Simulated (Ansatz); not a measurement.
Crystal: NbP.

```
CELL_PARAMETERS angstrom
-1.67492 1.67492 5.74011
1.67492 -1.67492 5.74011
1.67492 1.67492 -5.74011
ATOMIC_POSITIONS crystal
Nb 0.24988 0.74988 0.50000
Nb 0.49988 0.49988 0.00000
P 0.83275 0.33275 0.50000
P 0.08275 0.08275 0.00000
```

The cell is a database's computed one.

Base run:

```yaml
Program: Ansatz 0.2.0
Functional: PBEsol
Potentials_or_basis: Ansatz PAW
Cutoff: 420 eV
Density_cutoff: 1680 eV
k_mesh: 8 × 8 × 8
Occupations: fermi-dirac, width 0.05 eV
Spin: spin-orbit coupling, no magnetisation
```

Its results: band gap on the k mesh none (metal or under the smearing width); pressure -6.3 GPa; largest force 0.019 eV/Å.

**Question.** The run is repeated on the same cell with these changes: functional from PBEsol to LDA. What comes out?

**Answer.** Band gap on the k mesh none (metal or under the smearing width); pressure -9.3 GPa; largest force 0.017 eV/Å.

LDA binds more tightly than PBEsol, so the same cell stands under less pressure.

Caveats: the PAW data sets come from PBE, with cores solved anew for the run's functional, which leaves a small shift of forces and pressure.

Not every run made on this cell is shown here.
